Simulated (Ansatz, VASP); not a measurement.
This is a calculation of PbSe (Clausthalite) for VASP 6.6.1. 

The input INCAR:

```
SYSTEM = PbSe
AGGAC = 1.0 ; AGGAX = 1.0
ALDAC = 0.0 ; ALDAX = 1.0
ALGO = Normal ; EDIFF = 1E-6
EDIFFG = -0.01 ; ENCUT = 600
GGA = B5 ; IBRION = 2
ISIF = 3 ; ISMEAR = -1
IVDW = 12 ; LASPH = .TRUE.
LCHARG = .FALSE. ; LREAL = .FALSE.
LWAVE = .FALSE. ; NELM = 100
NSW = 40 ; PREC = Accurate
SIGMA = 0.05 ; VDW_A1 = 0.4298
VDW_A2 = 4.2359 ; VDW_S6 = 1.0
VDW_S8 = 2.6996
```

The input KPOINTS:

```
k-points
0
G
  8 8 8
  0 0 0
```

The input POSCAR:

```
PbSe
1.0
    0.0000000000      3.0606500000      3.0606500000
    3.0606500000      0.0000000000      3.0606500000
    3.0606500000      3.0606500000      0.0000000000
Pb Se
1 1
Direct
    0.0000000000      0.0000000000      0.0000000000
    0.5000000000      0.5000000000      0.5000000000
```

Potentials or basis: VASP PAW PBE potentials, release 64 (Pb_d, Se).

Launch:

```sh
$ cat potpaw_PBE.64/Pb_d/POTCAR potpaw_PBE.64/Se/POTCAR > POTCAR
$ mpirun -np 1 vasp_std > vasp.out
```

Translate it to Ansatz 0.2.0. Potentials or basis there: all-electron LAPW, scalar-relativistic.

As run (cutoffs and basis follow the program's own potentials, and thresholds, step limits or extra output files can differ):

The input input.yaml:

```yaml
crystal:
  lattice:
    - [0.0, 3.06065, 3.06065]
    - [3.06065, 0.0, 3.06065]
    - [3.06065, 3.06065, 0.0]
  atoms:
    - { symbol: Pb, position: [0.0, 0.0, 0.0] }
    - { symbol: Se, position: [0.5, 0.5, 0.5] }
kpoints:
  mp_grid: { grid: [8, 8, 8] }
scf:
  occupations: { method: fermi_dirac, width: 0.05 }
hamiltonian:
  xc: blyp
  dispersion: d3bj
  pseudopotentials: { kind: all_electron, lapw: { basis_error: 0.001 } }
output:
  forces: true
  stress: true
relax:
  f_tol: 0.01
  max_steps: 60
  cell: {}
```

Potentials or basis: all-electron LAPW, scalar-relativistic.

Launch:

```bash
$ ansatz run input.yaml --threads 1 --pin off --max-ram 3072MiB --backend cpu --events-out ev --progress --plain --runs-dir out
```

Both were run:

|  | VASP | Ansatz |
| --- | --- | --- |
| Relaxed volume | 29.31 Å³/atom | 29.20 Å³/atom |
| Relaxed cell | a = 4.360 Å, b = 4.360 Å, c = 4.360 Å, α = 60.00°, β = 60.00°, γ = 60.00° | a = 4.355 Å, b = 4.355 Å, c = 4.355 Å, α = 60.00°, β = 60.00°, γ = 60.00° |
| Space group after relaxing | Fm-3m (No. 225) | Fm-3m (No. 225) |
| Pressure after relaxing | 0.0 GPa | 0.0 GPa |

VASP's potentials were made for PBE.

Where Ansatz's input types no cutoff or centring, it takes its own default and a Γ-centred mesh.

Pressure is positive in compression.
